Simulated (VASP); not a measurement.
**Ge: relaxation of the atoms with PBEsol**

Slab: Ge, a slab with vacuum.

```
Ge
1.0
     4.00068    0.00000    0.00000
     0.00000    8.00137    0.00000
     0.00000    0.00000   20.44337
Ge
8
Cartesian
  2.0003 2.7605 8.6000
  0.0000 2.0003 9.5145
  0.0000 0.0000 10.9289
  2.0003 0.7601 12.4434
  2.0003 5.2409 8.0000
  0.0000 6.0010 9.5145
  0.0000 4.0007 10.9289
  2.0003 3.2406 11.8434
```

The slab is cut from a database's or a generator's crystal, which needn't be the stable form of the element.

```json
{"Program": "VASP 6.6.1", "Task": "relaxation of the atoms", "Functional": "PBEsol", "Potentials or basis": "VASP PAW PBE potentials, release 64 (Ge_d)", "Cutoff": "520 eV", "k mesh": "8 × 4 × 1", "Occupations": "methfessel-paxton, width 0.1 eV", "Spin": "no spin polarisation", "Dipole correction": "yes", "Further INCAR settings": "ALGO = Normal; EDIFF = 1e-06; IBRION = 2; EDIFFG = -0.015; NSW = 100"}
```

```json
{"Energy gained by relaxing": "121.5 meV/atom", "Ionic steps": "26", "Largest force after relaxing": "0.008 eV/Å", "Band gap on the k mesh": "none (metal or under the smearing width)"}
```

Forces on the atoms (eV/Å):
```
Ge   0.000  0.008 -0.001
Ge   0.000 -0.001  0.004
Ge   0.000  0.006  0.003
Ge   0.000 -0.004  0.001
Ge   0.000  0.004 -0.001
Ge   0.000 -0.006 -0.003
Ge   0.000  0.001 -0.004
Ge   0.000 -0.008  0.001
```

Step by step:
```
step  energy change (eV)  largest force (eV/Å)  pressure (GPa)
   1              0.0000                1.4689            0.42
   2             -0.2992                0.6230            0.23
   3             -0.3385                0.6832            0.19
   4             -0.4588                0.5641            0.07
   5             -0.5174                0.6262           -0.03
   6             -0.5992                0.4622           -0.09
   7             -0.7002                0.7413           -0.22
   8             -0.7769                0.4733           -0.26
   9             -0.8567                0.5875           -0.31
  10             -0.8592                0.6894           -0.33
  11             -0.9169                0.3053           -0.36
  12             -0.9255                0.3641           -0.37
  13             -0.9541                0.1639           -0.35
  14             -0.9566                0.1376           -0.34
  15             -0.9619                0.0846           -0.30
  16             -0.9648                0.1077           -0.25
  17             -0.9686                0.0687           -0.20
  18             -0.9689                0.0707           -0.18
  19             -0.9709                0.0433           -0.14
  20             -0.9712                0.0414           -0.12
  21             -0.9713                0.0411           -0.11
  22             -0.9716                0.0215           -0.10
  23             -0.9717                0.0175           -0.10
  24             -0.9717                0.0181           -0.10
  25             -0.9717                0.0178           -0.10
  26             -0.9717                0.0084           -0.10
```

Final structure:
```
Ge
1.0
     4.00068    0.00000    0.00000
     0.00000    8.00137    0.00000
     0.00000    0.00000   20.44337
Ge
8
Direct
  0.50000 0.41386 0.42968
  0.00000 0.24761 0.45413
  0.00000 0.00580 0.53197
  0.50000 0.03947 0.60693
  0.50000 0.71053 0.39307
  0.00000 0.74420 0.46803
  0.00000 0.50239 0.54587
  0.50000 0.33614 0.57032
```

Levels at points of the mesh, in eV from the Fermi level:
| k point | band 52 | band 53 | band 54 | band 55 | band 56 | band 57 | band 58 | band 59 | band 60 | band 61 |
| --- | --- | --- | --- | --- | --- | --- | --- | --- | --- | --- |
| (0.00, 0.00, 0.00) | -0.68 | -0.53 | -0.44 | -0.14 | -0.03 | 0.25 | 0.57 | 1.20 | 1.45 | 1.96 |
| (0.50, 0.00, 0.00) | -2.71 | -1.35 | -1.03 | -0.87 | -0.73 | -0.35 | 0.62 | 2.14 | 2.51 | 2.71 |
| (0.00, 0.50, 0.00) | -1.16 | -1.14 | -0.37 | -0.26 | -0.11 | 0.10 | 0.62 | 1.58 | 1.93 | 2.35 |
| (0.50, 0.50, 0.00) | -2.36 | -2.10 | -1.78 | -0.89 | -0.87 | 0.30 | 1.57 | 1.96 | 2.13 | 2.20 |

It took 41 min on 8 MPI ranks on Intel(R) Xeon(R) Platinum 8488C (Sapphire Rapids), on a shared host, peak memory 0.94 GiB a rank.

Caveat: the PAW data sets were made with another functional, which shifts forces and pressure a little.
